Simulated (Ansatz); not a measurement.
# Ti: a tetragonal deformation path

This session takes Ti and sets out to look for other minima along a tetragonal path.

Method: DFT PBE, scalar-relativistic, plane waves, PAW, in Ansatz 0.2.0.

### 1 The system as given

Symmetry: Im-3m, No. 229, cubic system. The conventional cell has a = 3.282 Å, b = 3.282 Å, c = 3.282 Å, α = 90.00°, β = 90.00°, γ = 90.00°. Around Ti (site symmetry m-3m) lie 8 Ti at 2.84 Å.

As a file:

```
CELL_PARAMETERS angstrom
-1.64100 1.64100 1.64100
1.64100 -1.64100 1.64100
1.64100 1.64100 -1.64100
ATOMIC_POSITIONS crystal
Ti 0.00000 0.00000 0.00000
```

No relaxation comes first: the listed cell is the starting point.

### 2 Zero of the scan

Input file input.yaml:

```yaml
crystal:
  lattice:
    - [-1.641, 1.641, 1.641]
    - [1.641, -1.641, 1.641]
    - [1.641, 1.641, -1.641]
  atoms:
    - { symbol: Ti, position: [0.0, 0.0, 0.0] }
basis:
  ecutwfc: 420
kpoints:
  mp_grid: { grid: [22, 22, 22] }
hamiltonian:
  xc: pbe
scf:
  occupations: { method: gaussian, width: 0.15 }
output:
  forces: true
  stress: true
  eigenvalues: true
```

Further runs follow: ρ = 0.707; point ρ = 1.414; point ρ = 0.850; At ρ = 1.200; ρ = 0.780; point ρ = 1.300; ρ = 0.920; At ρ = 1.100; At ρ = 0.650; At ρ = 1.500; ρ = 0.960; At ρ = 1.050.

What does the calculation give? Wanted: highest point.

**Answer**, as computed:

| quantity | value |
| --- | --- |
| highest point | 220.5 meV/atom at ρ = 0.650 |

What this shows: The energy drops below the reference, by 51.6 meV/atom at ρ = 1.414; the cell was taken as given and not relaxed at this level. Further dips among the sampled points: ρ = 0.850 (-11.9 meV/atom); whether they survive relaxation was not tested. At ρ = 1.414 the cell takes another symmetry, Fm-3m, -51.6 meV/atom from the start at this fixed volume.
